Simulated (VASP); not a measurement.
## HgTe (Coloradoite) under changes of volume

One of the cells (35.171 Å³/atom); the others are scaled copies at fixed shape and fractional positions:

```
CELL_PARAMETERS angstrom
0.00000 3.27639 3.27639
3.27639 0.00000 3.27639
3.27639 3.27639 0.00000
ATOMIC_POSITIONS crystal
Hg 0.00000 0.00000 0.00000
Te 0.75000 0.75000 0.75000
```

```yaml
Program: VASP 6.6.1
Functional: PBE
Dispersion: D3(BJ)
Potentials_or_basis: VASP PAW PBE potentials, release 64 (Hg, Te)
Cutoff: 520 eV
k_mesh: 6 × 6 × 6
Occupations: fermi-dirac, width 0.05 eV
Spin: no spin polarisation
```

| volume (Å³/atom) | energy over the lowest point (meV/atom) | pressure (GPa) |
| --- | --- | --- |
| 33.764 | 7.85 | 1.8 |
| 34.468 | ? | ? |
| 35.171 | 0.00 | 0.0 |
| 35.874 | 1.57 | -0.8 |
| 36.578 | 6.21 | -1.4 |

**Question.** What does the run at 34.468 Å³/atom give?

**Answer.** Energy over the lowest point 1.95 meV/atom; pressure 0.8 GPa.

Worked out: A Birch-Murnaghan fit of order 2 (a polynomial in V^(-2/3)) to the other rows has its minimum at 35.21 Å³/atom with B0 = V·E''(V) = 40 GPa. It gives 2.00 meV/atom at 34.468 Å³/atom, against the run's 1.95, and -dE/dV = 0.9 GPa, against 0.8.

Energies are extrapolated to zero smearing.

Caveats: pairwise dispersion overbinds metals, which lowers pressure and volume.
